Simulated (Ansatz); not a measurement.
Task: a calculation of the dielectric tensor and Born charges of SrO, space group P6_3mc, with Ansatz 0.2.0 through its Python package. Give the script and its output. Use: LDA, PAW, cutoff 510 eV, 5×5×4 k-points, fixed occupations.

```xyz
4
Lattice="4.2755 0.0000 0.0000 -2.1377 3.7027 0.0000 0.0000 0.0000 5.1556" Properties=species:S:1:pos:R:3 pbc="T T T"
Sr    0.0000    2.4684    4.8366
Sr    2.1377    1.2342    2.2588
O     0.0000    2.4684    2.2523
O     2.1377    1.2342    4.8301
```

The script, `eps_sro.py`:
```python
"""Response of SrO to an electric field."""

import argparse
import logging
import sys

import ansatz as az
import numpy as np

logging.basicConfig(stream=sys.stdout, format="%(levelname)s %(message)s")
log = logging.getLogger("ansatz_job")
log.setLevel(logging.INFO)

parser = argparse.ArgumentParser(description="Response of SrO to an electric field.")
parser.add_argument("--functional", default="lda", help="exchange-correlation functional")
parser.add_argument("--cutoff", type=float, default=510.0, help="basis")
parser.add_argument("--kmesh", type=int, nargs=3, required=True, help="k-point sampling")
parser.add_argument("--scf-tol", type=float, default=1e-08, help="SCF tolerance (eV)")
parser.add_argument("--occupations", default="fixed", help="how the bands are filled")
args = parser.parse_args()

lattice = az.Lattice.of(
    [4.275466, 0.0, 0.0],
    [-2.137733, 3.702662, 0.0],
    [0.0, 0.0, 5.155595],
)
sites = [
    ("Sr", [1 / 3, 2 / 3, 0.938128]),
    ("Sr", [2 / 3, 1 / 3, 0.438128]),
    ("O", [1 / 3, 2 / 3, 0.436872]),
    ("O", [2 / 3, 1 / 3, 0.936872]),
]
sro = az.Crystal(lattice=lattice)
for symbol, position in sites:
    sro = sro.atom(symbol, position)

# an insulator: whole occupations
model = (
    sro.calculation()
    .functional(args.functional)
    .basis(args.cutoff)
    .kpoints(mesh=args.kmesh)
    .scf(tolerance=args.scf_tol)
    .occupations(args.occupations)  # no smearing
    .dielectric()
)
result = model.run()
response = result.dielectric
eps = np.asarray(response.eps_inf)

log.info("eps_inf")
print(np.round(eps, 3) + 0.0)
for site, z in zip(result.lattice.sites, response.zstar_e):
    log.info(f"{site.symbol:2s} Z* trace/3 = {np.trace(z) / 3:+.3f} e")
log.info(f"charge neutrality missed by {response.zstar_sum_residual_pre_e:.4f} e before the sum rule")
```

`python eps_sro.py --kmesh 5 5 4` gives:
```text
INFO eps_inf
[[3.383 0.    0.   ]
 [0.    3.383 0.   ]
 [0.    0.    3.455]]
INFO Sr Z* trace/3 = +2.195 e
INFO Sr Z* trace/3 = +2.195 e
INFO O  Z* trace/3 = -2.195 e
INFO O  Z* trace/3 = -2.195 e
INFO charge neutrality missed by 0.0016 e before the sum rule
```

Under fixed occupations the level called the Fermi level is the highest filled one on the SCF mesh; off the mesh a filled band can lie a little above it. Within a few hundredths of an angstrom the cell has the higher group P6_3/mmc; the lower one is a small distortion. Averages over directions belong to no single polarisation, least of all in layered crystals. Pressure is positive in compression. The structure comes from a database of computed cells and needn't be a stable or known phase. This is the electronic (clamped-ion) response; a semilocal gap that is too small tends to raise it. The typed mesh is that of the SCF; the response is solved on denser meshes that the run picks. Finished in 76 s on 1 thread of Arm Neoverse V1, on a shared host, peak memory 0.71 GiB.

(A comment or docstring line of the script was reworded after the run, the code is as it ran.)
